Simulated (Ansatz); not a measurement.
**Minibands of ZnSe/CdS superlattices**

How do the layer thicknesses change the gap of ZnSe/CdS? The crystals are ZnSe zinc blende(111) and CdS zinc blende(111), on a common net of side 4.2 Å (+3.5 % and +0.0 % against typed lattice constants near PBE's). Layer spacings come from each crystal relaxed along the normal on that net, and the joins take bond lengths estimated from both crystals. The stacks are then relaxed. The first steps treat the bulk crystals alone. PBEsol has lattice constants of its own, so the true strain differs.

Main program and level: Ansatz 0.2.0; PBEsol DFT, plane waves, PAW files, in the first sound run; inputs show where later runs differ.

### 1. The starting structure

It takes space group R3m (No. 160, trigonal). The conventional cell has a = 4.200 Å, b = 4.200 Å, c = 9.700 Å, α = 90.00°, β = 90.00°, γ = 120.00°. Zn has 4 Se at 2.42 to 2.56 Å nearest. Nearest to Se lie 4 Zn at 2.42 to 2.56 Å. Farther neighbours and most contacts between anions are not listed.

### 2. Relaxing along the normal, strain 0.0348, crystal ZnSe zinc blende(111)

The crystal is held to the common net and relaxed along the normal.

input.yaml

```yaml
crystal:
  lattice:
    - [4.2, 0.0, 0.0]
    - [-2.1, 3.6373066959, 0.0]
    - [0.0, 0.0, 9.6998519365]
  atoms:
    - { symbol: Zn, position: [0.0, 0.0, 0.0] }
    - { symbol: Se, position: [0.0, 0.0, 0.25] }
    - { symbol: Zn, position: [0.3333333333, 0.6666666667, 0.3333333333] }
    - { symbol: Se, position: [0.3333333333, 0.6666666667, 0.5833333333] }
    - { symbol: Zn, position: [0.6666666667, 0.3333333333, 0.6666666667] }
    - { symbol: Se, position: [0.6666666667, 0.3333333333, 0.9166666667] }
kpoints:
  mp_grid: { grid: [6, 6, 4] }
scf:
  occupations: { method: fixed }
  max_iter: 120
hamiltonian:
  xc: pbesol
output: {}
relax:
  f_tol: 0.01
  max_steps: 40
  cell: { fix: [a, b, angles] }
```

Launch:

```bash
$ ansatz run input.yaml --threads 4 --pin off --max-ram 10240MiB --backend cpu --events-out ev --progress --plain --runs-dir out
```

Numbers of over 12 decimals in the logs are rounded to 6 here.

The log of the run:

```text
Engine: ansatz 0.2.0, aarch64-unknown-linux-gnu
Pseudopotentials: kind: paw
Pseudopotential: Zn, paw, valence charge 12, recommended cutoff 420 eV (normal), Zn.paw.azcp
Pseudopotential: Se, paw, valence charge 16, recommended cutoff 420 eV (normal), Se.paw.azcp
Functional definition: PBEsol
  exchange = pbesol_x
  correlation = pbesol_c
Crystal: 6 atoms, lattice volume = 148.182 Å³
Basis set: ecut = 420 eV, 2859 PW (Γ), exchange–correlation on 60×60×144 points (8 copies of the dense FFT grid, shifted against one another)
Bands: 51, of which v1, the nominal top of the filled ones, is band 42 counted from 1 (41 counted from 0)
Symmetry: 18 space group operations
Space group: R3m (ITA 160), of the structure as read, at distance tolerance 5.3e-5 Å
k-points: 24 of 144 (time reversal used)
Non-local potential: Zn, projectors of the file, l = 0: 2, l = 1: 2, l = 2: 3, l = 3: 1
Non-local potential: Se, projectors of the file, l = 0: 2, l = 1: 2, l = 2: 3, l = 3: 1
PAW form: soft (Blöchl's): semilocal exchange-correlation on the pseudo side does not see the compensation charge
PAW frozen core: Zn, regenerated for the run's functional, and the local potential with it (the file was generated under x = pbe(κ = 0.804, μ = 0.219515), c = pbe(β = 0.066725))
PAW frozen core: Se, regenerated for the run's functional, and the local potential with it (the file was generated under x = pbe(κ = 0.804, μ = 0.219515), c = pbe(β = 0.066725))
PAW one-centre angular grid: Zn, 590 points (default); XC on 64 Gauss nodes
PAW one-centre angular grid: Se, 590 points (default); XC on 64 Gauss nodes
Initial density: superposition of atomic densities (neutral atoms: chi_scale 0, normalization atom), corrected by the library's trained network
Initial wavefunctions: pseudopotential atomic-orbital guess
Functional: x = pbesol(κ = 0.804, μ = 0.123457), c = pbesol(β = 0.046)
SCF iter   1: F=—  HF=-26119.024366 eV  |F-HF|=—  |Δ(HF+E_count)|=         —  Δρ=3.60e-3  dr2=2.17e-2  ethr=1.77e-3  ⟨swp⟩=5.1  Hψ=4257  notcnv=0  defer=146
preconditioner: auto → Resta (q_TF=auto, 2.482 Å⁻¹)  ε∞=5.4  [insulator: Δε(μ)=0.781 eV  Ē_g=10.701 eV  n_scr=36 (ndim 8)  ℏωp=22.4 eV  f_vac=0.142  ε∞_Penn≈5.4]
SCF iter   2: F=—  HF=-26119.017925 eV  |F-HF|=—  |Δ(HF+E_count)|=   6.44e-3  Δρ=1.30e-3  dr2=4.78e-3  ethr=2.58e-5  ⟨swp⟩=2.0  Hψ=2061  notcnv=0  defer=159
SCF iter   3: F=—  HF=-26119.017361 eV  |F-HF|=—  |Δ(HF+E_count)|=   5.65e-4  Δρ=9.97e-4  dr2=1.45e-3  ethr=5.70e-6  ⟨swp⟩=2.0  Hψ=1781  notcnv=0  defer=112
automatic band count: iteration 3 solves 49 bands in place of 51: the levels show a gap, and the empty bands left out lie too high to hold charge; the band table lists the bands solved (type scf.n_extra_bands for more)
SCF iter   4: F=—  HF=-26119.017203 eV  |F-HF|=—  |Δ(HF+E_count)|=   1.58e-4  Δρ=3.40e-4  dr2=2.21e-4  ethr=1.73e-6  ⟨swp⟩=2.0  Hψ=1762  notcnv=0  defer=112
SCF iter   5: F=—  HF=-26119.017321 eV  |F-HF|=—  |Δ(HF+E_count)|=   1.18e-4  Δρ=1.49e-4  dr2=4.45e-5  ethr=2.63e-7  ⟨swp⟩=2.0  Hψ=1784  notcnv=0  defer=75
SCF iter   6: F=—  HF=-26119.017378 eV  |F-HF|=—  |Δ(HF+E_count)|=   5.77e-5  Δρ=3.28e-5  dr2=1.18e-6  ethr=5.30e-8  ⟨swp⟩=2.1  Hψ=1777  notcnv=0  defer=44
SCF iter   7: F=-26119.017381 eV  HF=-26119.017381 eV  |F-HF|=6.64e-8  |Δ(HF+E_count)|=   2.62e-6  Δρ=6.07e-6  dr2=4.38e-8  ethr=1.19e-10  ⟨swp⟩=3.1  Hψ=5158  notcnv=0
SCF 1 converged in 7 iterations: F = -26119.017381 eV  dr2 = 4.38e-8
  greatest PAW one-centre occupation: 1.000 electrons in one spin orbital (limit 2), on the Se atom at site 5 (counted from 0), in its partial waves of l = 2
relax step   1: F+E_penalty+E_count = -26119.01738116 eV  Δ(F+E_penalty+E_count) = +0.000e0 eV  max|allowed force component| = 2.592e-1 eV/Å  Δτ_max = 0.0000 Å  P = -4.862 GPa  Ω = 148.182 Å³  fix = [a, b, alpha, beta, gamma]  reactions: a -6.580, b -6.580 GPa  (7 SCF iters, dr2 threshold 1.00e-7 eV, accepted)
Crystal: 6 atoms, lattice volume = 143.868 Å³
Basis set: ecut = 420 eV, 2749 PW (Γ), exchange–correlation on 60×60×144 points (8 copies of the dense FFT grid, shifted against one another)
Initial density: handed on by an earlier stage of this run
Initial wavefunctions: those handed on with the density
iter 1 solved again at ethr=1.62e-5 eV; its pass at ethr=3.10e-3 eV (dr2=1.36e-2 eV) is discarded
SCF iter   1: F=—  HF=-26119.072152 eV  |F-HF|=—  |Δ(HF+E_count)|=         —  Δρ=4.40e-3  dr2=1.38e-2  ethr=1.62e-5  ⟨swp⟩=2.0  Hψ=5443  notcnv=0  defer=88
automatic band count: iteration 1 solves 48 bands in place of 51: the levels show a gap, and the empty bands left out lie too high to hold charge; the band table lists the bands solved (type scf.n_extra_bands for more)
preconditioner: auto → Resta (q_TF=auto, 2.494 Å⁻¹)  ε∞=6.2  [insulator: Δε(μ)=0.777 eV  Ē_g=10.004 eV  n_scr=36 (ndim 8)  ℏωp=22.7 eV  f_vac=0.119  ε∞_Penn≈6.2]
SCF iter   2: F=—  HF=-26119.067651 eV  |F-HF|=—  |Δ(HF+E_count)|=   4.50e-3  Δρ=2.20e-3  dr2=3.53e-3  ethr=1.62e-5  ⟨swp⟩=3.2  Hψ=1806  notcnv=0  defer=89
SCF iter   3: F=—  HF=-26119.066750 eV  |F-HF|=—  |Δ(HF+E_count)|=   9.01e-4  Δρ=6.33e-4  dr2=5.13e-4  ethr=4.20e-6  ⟨swp⟩=2.2  Hψ=1810  notcnv=0  defer=89
SCF iter   4: F=—  HF=-26119.066547 eV  |F-HF|=—  |Δ(HF+E_count)|=   2.04e-4  Δρ=2.88e-4  dr2=1.39e-4  ethr=6.11e-7  ⟨swp⟩=2.0  Hψ=1741  notcnv=0  defer=83
SCF iter   5: F=—  HF=-26119.066552 eV  |F-HF|=—  |Δ(HF+E_count)|=   5.70e-6  Δρ=6.38e-5  dr2=1.06e-5  ethr=1.65e-7  ⟨swp⟩=2.0  Hψ=1762  notcnv=0  defer=89
SCF iter   6: F=-26119.066558 eV  HF=-26119.066558 eV  |F-HF|=4.83e-7  |Δ(HF+E_count)|=   5.45e-6  Δρ=1.63e-5  dr2=4.78e-7  ethr=7.14e-10  ⟨swp⟩=3.7  Hψ=5126  notcnv=0
SCF 2 converged in 6 iterations: F = -26119.066558 eV  dr2 = 4.78e-7
relax step   2: F+E_penalty+E_count = -26119.06655835 eV  Δ(F+E_penalty+E_count) = -4.918e-2 eV  max|allowed force component| = 9.372e-2 eV/Å  Δτ_max = 0.0360 Å  P = -3.726 GPa  Ω = 143.868 Å³  energy of the carried Pulay correction = +1.225e-3 eV  fix = [a, b, alpha, beta, gamma]  reactions: a -5.907, b -5.907 GPa  (6 SCF iters, dr2 threshold 6.00e-7 eV, accepted)
Crystal: 6 atoms, lattice volume = 143.967 Å³
iter 1 solved again at ethr=2.07e-7 eV; its pass at ethr=3.10e-3 eV (dr2=1.74e-4 eV) is discarded
SCF iter   1: F=—  HF=-26119.068451 eV  |F-HF|=—  |Δ(HF+E_count)|=         —  Δρ=4.77e-4  dr2=1.73e-4  ethr=2.07e-7  ⟨swp⟩=2.4  Hψ=4043  notcnv=0  defer=88
automatic band count: iteration 1 solves 48 bands in place of 51: the levels show a gap, and the empty bands left out lie too high to hold charge; the band table lists the bands solved (type scf.n_extra_bands for more)
preconditioner: auto → Resta (q_TF=auto, 2.494 Å⁻¹)  ε∞=6.2  [insulator: Δε(μ)=0.767 eV  Ē_g=9.977 eV  n_scr=36 (ndim 8)  ℏωp=22.7 eV  f_vac=0.123  ε∞_Penn≈6.2]
SCF iter   2: F=—  HF=-26119.068383 eV  |F-HF|=—  |Δ(HF+E_count)|=   6.80e-5  Δρ=2.30e-4  dr2=4.08e-5  ethr=2.06e-7  ⟨swp⟩=2.0  Hψ=1694  notcnv=0  defer=88
SCF iter   3: F=—  HF=-26119.068372 eV  |F-HF|=—  |Δ(HF+E_count)|=   1.13e-5  Δρ=2.62e-5  dr2=1.05e-6  ethr=4.86e-8  ⟨swp⟩=2.5  Hψ=1925  notcnv=0  defer=94
SCF iter   4: F=-26119.068372 eV  HF=-26119.068372 eV  |F-HF|=1.46e-7  |Δ(HF+E_count)|=   4.08e-7  Δρ=1.31e-5  dr2=3.22e-7  ethr=7.14e-10  ⟨swp⟩=5.0  Hψ=4741  notcnv=0
SCF 3 converged in 4 iterations: F = -26119.068372 eV  dr2 = 3.22e-7
relax step   3: F+E_penalty+E_count = -26119.06837230 eV  Δ(F+E_penalty+E_count) = -1.814e-3 eV  max|allowed force component| = 4.620e-2 eV/Å  Δτ_max = 0.0038 Å  P = -3.813 GPa  Ω = 143.967 Å³  energy of the carried Pulay correction = +1.196e-3 eV  fix = [a, b, alpha, beta, gamma]  reactions: a -5.888, b -5.888 GPa  (4 SCF iters, dr2 threshold 6.00e-7 eV, accepted)
[...]
relax step   4: F+E_penalty+E_count = -26119.06897547 eV  Δ(F+E_penalty+E_count) = -6.032e-4 eV  max|allowed force component| = 1.229e-4 eV/Å  Δτ_max = 0.0035 Å  P = -3.917 GPa  Ω = 144.134 Å³  energy of the carried Pulay correction = +1.148e-3 eV  fix = [a, b, alpha, beta, gamma]  reactions: a -5.878, b -5.878 GPa  (5 SCF iters, dr2 threshold 2.85e-7 eV, accepted)
Basis set: ecut = 420 eV, 2749 PW (Γ), exchange–correlation on 60×60×128 points (8 copies of the dense FFT grid, shifted against one another)
Initial wavefunctions: pseudopotential atomic-orbital guess (no wavefunctions were taken with the density)
iter 1 solved again at ethr=1.88e-8 eV; its pass at ethr=3.10e-3 eV (dr2=1.58e-5 eV) is discarded
SCF iter   1: F=—  HF=-26119.067869 eV  |F-HF|=—  |Δ(HF+E_count)|=         —  Δρ=4.58e-5  dr2=7.54e-7  ethr=1.88e-8  ⟨swp⟩=3.0  Hψ=7656  notcnv=0  defer=158
preconditioner: auto → Resta (q_TF=auto, 2.494 Å⁻¹)  ε∞=5.4  [insulator: Δε(μ)=0.754 eV  Ē_g=10.824 eV  n_scr=36 (ndim 8)  ℏωp=22.7 eV  f_vac=0.122  ε∞_Penn≈5.4]
SCF iter   2: F=—  HF=-26119.067865 eV  |F-HF|=—  |Δ(HF+E_count)|=   4.47e-6  Δρ=5.31e-5  dr2=1.92e-6  ethr=8.98e-10  ⟨swp⟩=2.0  Hψ=2141  notcnv=0  defer=115
SCF iter   3: F=—  HF=-26119.067865 eV  |F-HF|=—  |Δ(HF+E_count)|=   2.19e-8  Δρ=1.17e-5  dr2=7.46e-8  ethr=8.98e-10  ⟨swp⟩=2.0  Hψ=1709  notcnv=0  defer=113
SCF iter   4: F=—  HF=-26119.067865 eV  |F-HF|=—  |Δ(HF+E_count)|=   1.16e-7  Δρ=1.77e-6  dr2=4.23e-9  ethr=8.88e-11  ⟨swp⟩=2.0  Hψ=1781  notcnv=0  defer=115
SCF iter   5: F=—  HF=-26119.067865 eV  |F-HF|=—  |Δ(HF+E_count)|=   5.51e-9  Δρ=1.24e-6  dr2=1.38e-9  ethr=5.04e-12  ⟨swp⟩=2.0  Hψ=2141  notcnv=0  defer=115
SCF iter   6: F=—  HF=-26119.067865 eV  |F-HF|=—  |Δ(HF+E_count)|=   2.68e-9  Δρ=3.11e-7  dr2=1.52e-10  ethr=1.65e-12  ⟨swp⟩=2.0  Hψ=1781  notcnv=0  defer=115
SCF iter   7: F=-26119.067865 eV  HF=-26119.067865 eV  |F-HF|=2.18e-11  |Δ(HF+E_count)|=  1.75e-10  Δρ=7.69e-8  dr2=1.12e-11  ethr=1.00e-12  ⟨swp⟩=4.0  Hψ=4284  notcnv=0
SCF 5 converged in 7 iterations: F = -26119.067865 eV  dr2 = 1.12e-11
relax step   5: F+E_penalty+E_count = -26119.06786467 eV  Δ(F+E_penalty+E_count) = +1.111e-3 eV  max|allowed force component| = 1.058e-5 eV/Å  Δτ_max = 0.0000 Å  P = -3.918 GPa  Ω = 144.134 Å³  fix = [a, b, alpha, beta, gamma]  reactions: a -5.878, b -5.878 GPa  stress off target by 2.96e-3 GPa on what of the cell is left free  SCF on the basis re-selected at this cell (its energy is not comparable with the rows above)  (7 SCF iters)
basis re-selected at this cell: Δ(F+E_penalty+E_count) = +1.111e-3 eV, ΔP = -0.001 GPa vs the last step (what re-selecting the basis moved, of the pressure what is left beyond the Pulay correction that the steps carried, after the strain that the cell walked since its last selection, with what the two solves' SCF thresholds leave and, on support functions, any second-order correction that the steps lacked; it is no measure of the basis error at this ecutwfc). The dense FFT grid was sized anew with the basis: this SCF ran on 30×30×64 points, the steps before it on 30×30×72, so part of this shift can come from that change (see relax.cell in the input reference). [rest of the remark cut]
SCF converged after 7 iterations
Free energy (F): -26119.067865 eV
Harris-Foulkes:  -26119.067865 eV  (|F-HF|=2.18e-11)
Internal energy: -26119.067865 eV  (E = F + TS)
E sigma→0 (E₀):  -26119.067865 eV
Fermi energy:    6.105283 eV
--- Per-component energies (eV) ---
  E_band       = -1205.524809
  E_kinetic    = 746.107575
  E_local      = -13420.047671  (includes V_loc(G=0)·N_el)
  E_nonlocal   = 70.155718
  E_hartree    = 6193.165490
  E_xc         = -714.122922
  E_vxc        = -448.060891  (∫ρ·V_xc dr)
  E_paw        = -10979.144476  (= ΣΔE_a)
  E_vpaw       = -540.007983  (= ΣTr[D̂ρ^β])
  E_aug_tail   = -0.002765  (compensation charges beyond the density's cutoff)
  E_ewald      = -8020.596231
  E_core_change = 5.417416  (= ΣΔE_core)
  E_smearing   = -0.000000  (= −TS)
  E_closure    = -0.000000  (closes the sum)
  Σ components = -26119.067865   (vs F -26119.067865, Δ=0.00e0)
--- Forces (eV/Å), atoms counted from 1 ---
  atom   1  Zn     0.00000000     0.00000000     0.00001068
  atom   2  Se     0.00000000    -0.00000000    -0.00001049
  atom   3  Zn     0.00000000     0.00000000     0.00001068
  atom   4  Se     0.00000000    -0.00000000    -0.00001049
  atom   5  Zn    -0.00000000     0.00000000     0.00001068
  atom   6  Se     0.00000000    -0.00000000    -0.00001049
  max |Σ_I F_I| component: 5.65e-7 eV/Å
--- Stress (GPa, compression-positive) ---
       -5.878048       0.000000       0.000000
        0.000000      -5.878048       0.000000
        0.000000       0.000000       0.002958
  P = ⅓ Tr σ = -3.9177 GPa (-39.177 kbar)
--- Relaxed structure (4 steps of the walk, 4 accepted, 1 SCFs on fresh bases) ---
  F+E_penalty+E_count = -26119.06786467 eV   max|allowed force component| = 1.058e-5 eV/Å   (the final SCF, on the basis selected at the relaxed cell)
  cell:  # Å, volume = 144.1336 Å³
    - [4.200000, 0, 0]
    - [-2.100000, 3.637307, 0]
    - [0, 0, 9.434869]
  atoms:
    - { symbol: Zn, position: [0, 0, -0.00446879] }
    - { symbol: Se, position: [0, 0, 0.254469] }
    - { symbol: Zn, position: [0.333333, 0.666667, 0.328865] }
    - { symbol: Se, position: [0.333333, 0.666667, 0.587802] }
    - { symbol: Zn, position: [0.666667, 0.333333, 0.662198] }
    - { symbol: Se, position: [0.666667, 0.333333, 0.921135] }
```

Wall time 18 s (4 threads of Arm Neoverse V1, shared host); peak memory 0.52 GiB.

Relaxation path:

```tsv
step	energy less that of the first step (eV)	largest force component (eV/Å)	pressure (GPa)	volume (Å³)
1	0.0000	0.2592	-4.86	148.18
2	-0.0492	0.0937	-3.73	143.87
3	-0.0510	0.0462	-3.81	143.97
4	-0.0516	0.0001	-3.92	144.13
5*	-0.0505	0.0000	-3.92	144.13
```

Relaxation steps marked * repeat the geometry before them on a plane-wave basis chosen anew for their cell, so energy and pressure can jump there.

Forces are held to the 18 operations that the run works with; a distortion that breaks them can't arise in this run.

```tsv
conventional cell, symmetrised	before	after	change
a (Å)	4.200	4.200	+0.0 %
b (Å)	4.200	4.200	+0.0 %
c (Å)	9.700	9.435	-2.7 %
volume (Å³/atom)	24.70	24.02	-2.7 %
```

The atoms that moved most (Å, as changes of fractional coordinates times the final cell):

```tsv
atom	dx	dy	dz	length
Se4	0.000	0.000	0.042	0.042
Se2	0.000	0.000	0.042	0.042
Zn3	0.000	0.000	-0.042	0.042
Zn5	0.000	0.000	-0.042	0.042
Zn1	0.000	0.000	-0.042	0.042
Se6	0.000	0.000	0.042	0.042
```

The relaxed structure:

```xyz
6
Lattice="4.2000 0.0000 0.0000 -2.1000 3.6373 0.0000 0.0000 0.0000 9.4349" Properties=species:S:1:pos:R:3 pbc="T T T"
Zn    0.0000    0.0000   -0.0422
Se    0.0000    0.0000    2.4009
Zn    0.0000    2.4249    3.1028
Se    0.0000    2.4249    5.5458
Zn    2.1000    1.2124    6.2478
Se    2.1000    1.2124    8.6908
```

This step gave:

```yaml
free_energy: -26119.0679 eV
fermi_energy: 6.105 eV
pressure: -3.918 GPa
```

The relaxation ends with a largest force component of 1.1e-5 eV/Å.

### 3. The bulk crystal and its band edges, strain 0.0348, crystal ZnSe zinc blende(111)

The band edges of this cell are searched, off the mesh as well.

input.yaml

```yaml
crystal:
  lattice:
    - [4.2, 0.0, 0.0]
    - [-2.1, 3.6373066959, 0.0]
    - [0.0, 0.0, 9.4348693616]
  atoms:
    - { symbol: Zn, position: [0.0, 0.0, -0.0044687947] }
    - { symbol: Se, position: [0.0, 0.0, 0.2544687947] }
    - { symbol: Zn, position: [0.3333333333, 0.6666666667, 0.3288645386] }
    - { symbol: Se, position: [0.3333333333, 0.6666666667, 0.5878021281] }
    - { symbol: Zn, position: [0.6666666667, 0.3333333333, 0.6621978719] }
    - { symbol: Se, position: [0.6666666667, 0.3333333333, 0.9211354614] }
kpoints:
  mp_grid: { grid: [8, 8, 4] }
  band_path: { path: [VBM, CBM], npoints: 24 }
scf:
  occupations: { method: fixed }
  max_iter: 120
hamiltonian:
  xc: pbesol
output:
  eigenvalues: true
checkpoint:
  write: ZnSe.run
  compress: false
  write_wavefunctions: false
```

The log of the run:

```text
[...]
Crystal: 6 atoms, lattice volume = 144.134 Å³
Basis set: ecut = 420 eV, 2749 PW (Γ)
Bands: 51, of which v1, the nominal top of the filled ones, is band 42 counted from 1 (41 counted from 0)
Symmetry: 18 space group operations
[...]
k-points: 35 of 256 (time reversal used)
[...]
SCF iter   1: F=—  HF=-26119.080767 eV  |F-HF|=—  |Δ(HF+E_count)|=         —  Δρ=3.67e-3  dr2=2.13e-2  ethr=1.77e-3  ⟨swp⟩=5.2  Hψ=6132  notcnv=0  defer=222
[...]
SCF iter   8: F=-26119.073555 eV  HF=-26119.073555 eV  |F-HF|=7.89e-9  |Δ(HF+E_count)|=   3.47e-8  Δρ=2.18e-6  dr2=7.80e-9  ethr=9.32e-11  ⟨swp⟩=3.5  Hψ=4094  notcnv=0
SCF 1 converged in 8 iterations: F = -26119.073555 eV  dr2 = 7.80e-9
[...]
NSCF: frozen V_eff on 34 k-points
[...]
SCF converged after 8 iterations
Free energy (F): -26119.073555 eV
[...]
Internal energy: -26119.073555 eV  (E = F + TS)
E sigma→0 (E₀):  -26119.073555 eV
Fermi energy:    6.104462 eV
[...]
--- Band table (eV; the first three rows and the last of 35) ---
  k-point 0: bands = [... 38 lower, 5.0583, 5.8109, 5.8109, 6.1045, 6.8586, 7.9584, 7.9584, 11.3930, ... 5 higher]
  k-point 1: bands = [... 38 lower, 5.2777, 5.3541, 5.7294, 5.7294, 7.4809, 7.7927, 8.1288, 11.5323, ... 5 higher]
  k-point 2: bands = [... 38 lower, 5.5246, 5.5246, 5.5246, 5.5246, 7.7305, 8.0426, 8.0426, 11.8201, ... 5 higher]
  k-point 34: bands = [... 38 lower, 3.7403, 4.1445, 4.1445, 4.7511, 10.2531, 10.9211, 10.9211, 11.1337, ... 5 higher]
```

Elapsed: 26 s, on 4 threads; peak memory 0.53 GiB; 1.7 min of CPU time.

This step gave:

```
free energy         : -26119.0736 eV
Fermi energy        : 6.104 eV
gap on the k-mesh   : 0.7541 eV
gap on path         : 0.7411 eV, by band count; negative where bands overlap
edge places on path : 0, 0.06233 1/A along the path
```

The electronic bands at the labelled points (eV, zero at the Fermi level (highest filled level under fixed occupations); v1 is the highest filled band, c1 the lowest empty one):

```tsv
point	v4	v3	v2	v1	c1	c2	c3	c4
VBM	-1.01	-0.48	-0.31	0.01	0.91	1.93	1.93	5.28
halfway	-1.02	-0.35	-0.30	0.01	0.80	1.87	1.87	5.29
CBM	-1.05	-0.29	-0.29	0.00	0.75	1.85	1.85	5.29
```

The searched edges give 0.741 eV, against 0.754 eV on the mesh.

[end of part 1 of 5]

[Logs are printed without paths, hosts, clocks, repeated set-up lines and the standing remarks that a program may print on its own settings, such as how far it seeks lower states.]

[Hosts, paths, dates, database ids (printed as entryN), source tags and the programs' standing remarks are cut or masked in the printed files.]
